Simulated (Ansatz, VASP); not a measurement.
One calculation of NaCl, two programs

Contents of INCAR:

```
PREC = Accurate ; ENCUT = 520
EDIFF = 1E-7 ; ISMEAR = -1
SIGMA = 0.05 ; LREAL = False
LASPH = True ; NELM = 60
ALGO = Normal ; ISIF = 2
LWAVE = False ; LCHARG = False
GGA = PS ; NBANDS = 14
```

KPOINTS

```
Automatic mesh
0
Gamma
  8 8 8
```

File POSCAR:

```
NaCl
1.0
    3.4786846609      0.0000000000      0.0000000000
    0.0000000000      3.4786846609      0.0000000000
    0.0000000000      0.0000000000      3.4786846609
Cl Na
1 1
Direct
    0.5000000000      0.5000000000      0.5000000000
    0.0000000000      0.0000000000      0.0000000000
```

input.yaml

```yaml
crystal:
  lattice:
    - [3.4786846609, 0.0, 0.0]
    - [0.0, 3.4786846609, 0.0]
    - [0.0, 0.0, 3.4786846609]
  atoms:
    - { symbol: Cl, position: [0.5, 0.5, 0.5] }
    - { symbol: Na, position: [0.0, 0.0, 0.0] }
hamiltonian:
  xc: pbesol
  pseudopotentials: { kind: paw }
kpoints:
  mp_grid: { grid: [8, 8, 8] }
scf:
  occupations: { method: fermi_dirac, width: 0.05 }
output:
  forces: true
  stress: true
  eigenvalues: true
  write_density: true
  write_potential: true
  elf: true
  volumetric_format: npy
```

Change from the starting cell: volume scaled by 0.98.

Alike in both runs: task single point; functional PBEsol; k mesh 8 × 8 × 8; occupations fermi-dirac, width 0.05 eV; no spin polarisation.

|  | VASP | Ansatz |
| --- | --- | --- |
| version | VASP 6.6.1 | Ansatz 0.2.0 |
| potentials or method | VASP PAW PBE potentials, release 64 (Cl, Na_pv) | Ansatz PAW |
| plane-wave cutoff (eV) | 520 | 420 |
| valence electrons in the cell | 14 | 16 |

|  | VASP | Ansatz | Ansatz less VASP |
| --- | --- | --- | --- |
| gap on the k mesh at the Fermi level (eV) | 3.90 | 3.90 | +0.003 |
| least direct gap on the mesh (eV) | 4.42 | 4.42 | +0.003 |
| pressure (GPa) | -0.7 | -0.7 | +0.01 |

With one functional, cell and mesh, what is left measures potentials, basis and numerics. The two sets of potentials don't hold the same shells in valence.

Caveats: the PAW data sets were made with another functional, which shifts forces and pressure a little (VASP); the PAW data sets come from PBE, with cores solved anew for the run's functional, which leaves a small shift of forces and pressure (Ansatz). A k mesh can miss the band edges.
